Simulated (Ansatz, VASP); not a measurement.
# Two plane-wave programs on CdSe

File INCAR:

```
SYSTEM = CdSe
  PREC = Accurate
  ENCUT = 520
  EDIFF = 1E-7
  ISMEAR = 0
  SIGMA = 0.01
  LREAL = .FALSE.
  LASPH = .TRUE.
  NELM = 100
  ALGO = Normal
  ISIF = 2
  LWAVE = .FALSE.
  LCHARG = .FALSE.
  GGA = PE
  NBANDS = 16
```

File KPOINTS:

```
regular mesh
0
G
  6 6 6
  0 0 0
```

Contents of POSCAR:

```
CdSe
1.0
    0.0000000000      3.0702710000      3.0702710000
    3.0702710000      0.0000000000      3.0702710000
    3.0702710000      3.0702710000      0.0000000000
Cd Se
1 1
Direct
    0.0162852074     -0.0162852074      0.0162852074
    0.7500000000      0.7500000000      0.7500000000
```

Input for Ansatz:

```yaml
crystal:
  lattice:
    - [0.0, 3.070271, 3.070271]
    - [3.070271, 0.0, 3.070271]
    - [3.070271, 3.070271, 0.0]
  atoms:
    - { symbol: Cd, position: [0.016285207397001768, -0.016285207397001768, 0.016285207397001768] }
    - { symbol: Se, position: [0.75, 0.75, 0.75] }
basis:
  ecutwfc: 435.382179935808
kpoints:
  mp_grid:
    grid: [6, 6, 6]
hamiltonian:
  xc: pbe
scf:
  occupations:
    method: fixed
output:
  forces: true
```

The cell comes from a database or a generator and needn't be the stable form of this composition.

Alike in both runs: task single point; functional PBE; k mesh 6 × 6 × 6; no spin polarisation.

```csv
,VASP,Ansatz
version,VASP 6.6.1,Ansatz 0.2.0
potentials or method,"VASP PAW PBE potentials, release 64 (Cd, Se)","plane waves, PAW"
plane-wave cutoff (eV),520,435
occupations,"gaussian, width 0.01 eV",fixed
valence electrons in the cell,18,36
```

Ansatz gave:

```
rms of the force components (eV/Å) : 0.258
```

Task: What did VASP give for the same quantities?

Result: rms of the force components (eV/Å): 0.265.

Atom by atom the forces differ by 0.008 eV/Å (rms over components). The two sets of potentials don't hold the same shells in valence.
